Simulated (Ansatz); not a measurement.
The system is Na.

```xyz
1
Lattice="-2.1410 2.1410 2.1410 2.1410 -2.1410 2.1410 2.1410 2.1410 -2.1410" Properties=species:S:1:pos:R:3 pbc="T T T"
Na    0.0000    0.0000    0.0000
```

| Item | Value |
| --- | --- |
| Program | Ansatz 0.2.0 |
| Task | single point |
| Functional | PBEsol |
| Potentials or basis | Ansatz PAW |
| Cutoff | 420 eV (not typed: the program's choice for these potentials) |
| k mesh | 9 × 9 × 9 |
| Occupations | fermi-dirac, width 0.05 eV |
| Spin | no spin polarisation |

On this cell: pressure -0.5 GPa; band gap on the k mesh none (metal or under the smearing width).

The same run follows on a disturbed copy (cell strained at random at fixed volume):

```
Na
1.0
    -2.05761    2.14356    2.19933
     2.10814   -2.08308    2.18937
     2.09200    2.11746   -2.13885
Na
1
Direct
  0.99870 0.99979 0.99469
```

Problem. What does the disturbed cell give?

Solution. The energy (extrapolated to zero smearing) moves by +1.8 meV/atom; pressure -0.5 GPa; band gap on the k mesh none (metal or under the smearing width).

Stress tensor (GPa, compression positive):
```
-0.51 -0.09 -0.15
-0.09 -0.49 -0.20
-0.15 -0.20 -0.62
```

Caveats: the PAW data sets come from PBE, with cores solved anew for the run's functional, which leaves a small shift of forces and pressure.
